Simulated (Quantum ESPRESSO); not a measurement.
Runs of Quantum ESPRESSO 7.5 on TiSi2. It takes space group Immm (No. 71, orthorhombic). Conventional cell: a = 2.946 Å, b = 3.424 Å, c = 8.424 Å, α = 90.00°, β = 90.00°, γ = 90.00°. Ti (site symmetry mmm) is surrounded by 10 Si at 2.67 to 2.78 Å and 2 Ti at 2.95 Å. Around Si (site symmetry mm2) lie 7 Si at 2.63 to 2.95 Å and 5 Ti at 2.67 to 2.78 Å. The cell comes from a database or a generator and needn't be the stable form of this composition.

```tsv
task	level	potentials or basis	cell	form of the LDA correlation	gap on the mesh (eV)	pressure (GPa)	largest force (eV/Å)
single point	PBEsol	GBRV 1.5 PBEsol	as given	-	none	-3.7	0.07
single point	PBEsol	GBRV 1.5 PBEsol	atoms moved at random, drawn with an rms of 0.05 Å	-	none	-3.4	0.52
band structure	LDA	GBRV 1.5 LDA	as given	PZ81	none	(a)	0.11
band structure	PBEsol	GBRV 1.5 PBEsol	as given	-	none	-3.7	0.07
```

Alike in all rows: no spin polarisation; k mesh 12 × 12 × 12; cutoff (eV) 612; smearing fermi-dirac 0.05 eV.

Estimate the missing entries.

(a) -6.5.

A gap of «none» marks a metal or a gap under the smearing width.
